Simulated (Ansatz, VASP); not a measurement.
# One calculation of ZrC, two programs

INCAR

```
SYSTEM = ZrC
ALGO     = Normal         ! electronic algorithm
EDIFF    = 1E-6           ! SCF threshold, eV
ENCUT    = 520            ! plane-wave cutoff, eV
GGA      = CA             ! functional
ISIF     = 2              ! what is computed and relaxed
ISMEAR   = 0              ! smearing method
LASPH    = .TRUE.         ! aspherical terms in the spheres
LCHARG   = .FALSE.        ! write CHGCAR
LREAL    = .FALSE.        ! projectors in reciprocal space
LWAVE    = .FALSE.        ! write WAVECAR
NBANDS   = 15             ! bands
NELM     = 80             ! most SCF steps
PREC     = Accurate       ! precision mode
SIGMA    = 0.15           ! smearing width, eV
```

The input KPOINTS:

```
k-points
0
G
  16 16 16
  0 0 0
```

Contents of POSCAR:

```
ZrC
1.0
    0.0000000000      2.3749176240      2.2123505848
    2.3749176240      0.0000000000      2.2123505848
    2.3749176240      2.3749176240      0.0000000000
Zr C
1 1
Direct
    0.4967462522      0.5032537478      0.5032537478
    0.0247120666     -0.0247120666     -0.0247120666
```

Input for Ansatz:

```yaml
crystal:
  lattice:
    - [0.0, 2.374917624, 2.2123505848]
    - [2.374917624, 0.0, 2.2123505848]
    - [2.374917624, 2.374917624, 0.0]
  atoms:
    - { symbol: Zr, position: [0.4967462522, 0.5032537478, 0.5032537478] }
    - { symbol: C, position: [0.0247120666, -0.0247120666, -0.0247120666] }
basis:
  ecutwfc: 520.0
kpoints:
  mp_grid: { grid: [16, 16, 16] }
hamiltonian:
  xc: lda
scf:
  occupations: { method: gaussian, width: 0.15 }
output:
  forces: true
  stress: true
  eigenvalues: true
```

Change from the starting cell: mode 4 frozen in at -0.115 Å, strain +e along z and -e/2 along x and y -0.0467.

Alike in both runs: task single point; functional LDA; k mesh 16 × 16 × 16; occupations gaussian, width 0.15 eV; no spin polarisation.

|  | VASP | Ansatz |
| --- | --- | --- |
| version | VASP 6.6.1 | Ansatz 0.2.0 |
| potentials or method | VASP PAW LDA potentials, release 64 (Zr_sv, C) | scalar-relativistic, plane waves, PAW |
| plane-wave cutoff (eV) | 520 | 520 |
| valence electrons in the cell | 16 | 16 |

VASP gave:

| Item | Value |
| --- | --- |
| gap on the k mesh at the Fermi level (eV) | none |
| pressure (GPa) | 4.4 |
| largest component of the traceless stress (GPa) | 19.86 |
| rms of the force components (eV/Å) | 0.420 |

Q: Estimate Ansatz's values.

A: gap on the k mesh at the Fermi level (eV): none; pressure (GPa): 3.8; largest component of the traceless stress (GPa): 19.71; rms of the force components (eV/Å): 0.415.

Atom by atom the forces differ by 0.005 eV/Å (rms over components). A gap of «none» marks a metal or a gap that the smearing closes.
